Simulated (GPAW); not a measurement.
Write an ASE script for GPAW 26.7.0 that does the following.

```
Task                : single point
Functional          : PBE
Potentials or basis : GPAW PAW data sets (gpaw-data 1.2.1)
Cutoff              : 800 eV
Basis               : pw
k mesh              : 10 × 10 × 9
Occupations         : gaussian, width 0.013 eV
Spin                : no spin polarisation
Maxiter             : 150
```

The structure of WC (Qusongite) lies in POSCAR:

```
WC
1.0
    2.9065000000      0.0000000000      0.0000000000
   -1.4532500000      2.5171028361      0.0000000000
    0.0000000000      0.0000000000      2.8366000000
W C
1 1
Direct
    0.0000000000      0.0000000000      0.0000000000
    0.6666666667      0.3333333333      0.5000000000
```

The input as run:

run.py

```python
from ase.dft.bandgap import bandgap
from ase.io import read, write
from ase.units import GPa
from gpaw import GPAW, PW

atoms = read('POSCAR')

calc = GPAW(mode=PW(800),
            xc='PBE',
            kpts={'size': (10, 10, 9), 'gamma': True},
            occupations={'name': 'methfessel-paxton', 'order': 0, 'width': 0.013000000000000001},
            nbands=19,
            convergence={'density': 1e-05, 'energy': 1e-05},
            maxiter=150,
            txt='gpaw.txt')
atoms.calc = calc
energy = atoms.get_potential_energy()
forces = atoms.get_forces()
stress = atoms.get_stress()
calc.write('gs.gpw')
write('result.traj', atoms)
print(f'Energy: {energy:.6f} eV')
print('Forces (eV/A):')
print(forces.round(4))
print('Stress (GPa):', (stress / GPa).round(3))
print('Fermi level:', round(calc.get_fermi_level(), 4), 'eV')
print(f'Gap: {bandgap(calc)[0]:.4f} eV, direct: {bandgap(calc, direct=True)[0]:.4f} eV')
```

Potentials or basis: GPAW PAW data sets (gpaw-data 1.2.1), pw.

Launch:

```bash
$ OMP_NUM_THREADS=1 python run.py
```

Results of the run:

* Pressure: 5.4 GPa
* Band gap on the k mesh: none (metal or under the smearing width)

Wall time 23 s on 1 thread of Arm Neoverse V1 (shared host), peak memory 0.17 GiB.
